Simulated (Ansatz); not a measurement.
# CuNi3: the cost of one run

Method: DFT PBE, scalar-relativistic, plane waves, PAW, in Ansatz 0.2.0.

## Step 1: The system as given

Symmetry: P-6m2, No. 187, hexagonal system. Conventional cell: a = 2.503 Å, b = 2.503 Å, c = 7.910 Å, α = 90.00°, β = 90.00°, γ = 120.00°. Cu (site symmetry -6m2) has 6 Ni at 2.45 Å and 6 Cu at 2.50 Å as nearest neighbours. Ni (site symmetry -6m2) is surrounded by 12 Ni at 2.45 to 2.50 Å. Around Ni (site symmetry 3m) lie 3 Cu at 2.45 Å and 9 Ni at 2.45 to 2.50 Å.

Structure file:

```cif
data_structure
_symmetry_space_group_name_H-M 'P 1'
_symmetry_Int_Tables_number 1
_cell_length_a 2.5031
_cell_length_b 2.5031
_cell_length_c 7.9096
_cell_angle_alpha 90.000
_cell_angle_beta 90.000
_cell_angle_gamma 120.000
_cell_volume 42.92
loop_
_atom_site_label
_atom_site_type_symbol
_atom_site_fract_x
_atom_site_fract_y
_atom_site_fract_z
_atom_site_occupancy
Cu1 Cu 0.33333 0.66667 0.50000 1
Ni1 Ni 0.33333 0.66667 0.00000 1
Ni2 Ni 0.66667 0.33333 0.25000 1
Ni3 Ni 0.66667 0.33333 0.75000 1
```

The start is an ordering of an alloy on its end members' structure types: elements ordered on the sites of the Os type, Cu/Ni on Os (P-6m2, No. 187).

## Step 2: A first look at the guess

Contents of input.yaml:

```yaml
crystal:
  lattice:
    - [2.50314028, 0.0, 0.0]
    - [-1.25157014, 2.16778307, 0.0]
    - [0.0, 0.0, 7.90959725]
  atoms:
    - { symbol: Cu, position: [0.33333333, 0.66666667, 0.5] }
    - { symbol: Ni, position: [0.33333333, 0.66666667, 0.0], spin: 2.0 }
    - { symbol: Ni, position: [0.66666667, 0.33333333, 0.25], spin: 2.0 }
    - { symbol: Ni, position: [0.66666667, 0.33333333, 0.75], spin: 2.0 }
basis:
  ecutwfc: 420
kpoints:
  mp_grid: { grid: [6, 6, 2] }
hamiltonian:
  xc: pbe
scf:
  occupations: { method: gaussian, width: 0.1 }
  lower_state_search: "off"
output:
  forces: true
  stress: true
  eigenvalues: true
  populations: true
magnetization:
  spin_polarized: true
```

On the command line:

```console
$ ansatz run input.yaml --threads 1 --pin off --max-ram 2560MiB --backend cpu --events-out ev --progress --plain --runs-dir out
```

What time and memory should one allow on 1 thread of Arm Neoverse N1, shared host?

About 24 s, with a peak of 0.32 GiB.
